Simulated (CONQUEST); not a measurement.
**GaAs under changes of volume**

One of the cells (22.590 Å³/atom); the others are scaled copies at fixed shape and fractional positions:

```
As Ga
1.0
     3.99777    0.00000    0.00000
     0.00000    3.99777    0.00000
     0.00000    0.00000    5.65370
As Ga
2 2
Cartesian
  0.0000 1.9989 1.4134
  1.9989 0.0000 4.2403
  0.0000 0.0000 0.0000
  1.9989 1.9989 2.8268
```

```yaml
Program: CONQUEST 1.3
Functional: PBEsol
Potentials_or_basis: PseudoDojo NC PBEsol, DZP, grid of 40 × 40 × 60 points
k_mesh: 7 × 7 × 5
Occupations: fermi-dirac, width 0.05 eV
Spin: no spin polarisation
```

| volume (Å³/atom) | energy over the lowest point (meV/atom) | pressure (GPa) | gap on the mesh (eV) |
| --- | --- | --- | --- |
| 21.234 | ? | ? | ? |
| 21.686 | 14.69 | 4.0 | 0.82 |
| 22.138 | 5.64 | 2.4 | 0.65 |
| 22.590 | 0.76 | 1.0 | 0.48 |
| 23.041 | 0.00 | -0.5 | 0.33 |
| 23.493 | 3.46 | -1.9 | 0.18 |
| 23.945 | 10.21 | -2.9 | none |

**Question.** What does the run at 21.234 Å³/atom give?

**Answer.** Energy over the lowest point 28.89 meV/atom; pressure 6.2 GPa; gap on the mesh 1.00 eV.

Worked out: A Birch-Murnaghan fit of order 3 (a polynomial in V^(-2/3)) to the other rows has its minimum at 22.89 Å³/atom with B0 = V·E''(V) = 71 GPa (rough, since the energies scatter). It gives 28.44 meV/atom at 21.234 Å³/atom, against the run's 28.89, and -dE/dV = 5.7 GPa, against 6.2.

Energies are extrapolated to zero smearing.

Caveats: the basis of atomic orbitals isn't converged, which shifts pressures, moduli and gaps; an odd mesh through Γ misses points on the zone boundary, where band edges often lie (some runs); the real-space grid breaks the cell's symmetry a little (some runs). Spin-orbit coupling on As, Ga is left out.

A gap of «none» marks a metal or a gap under the smearing width.
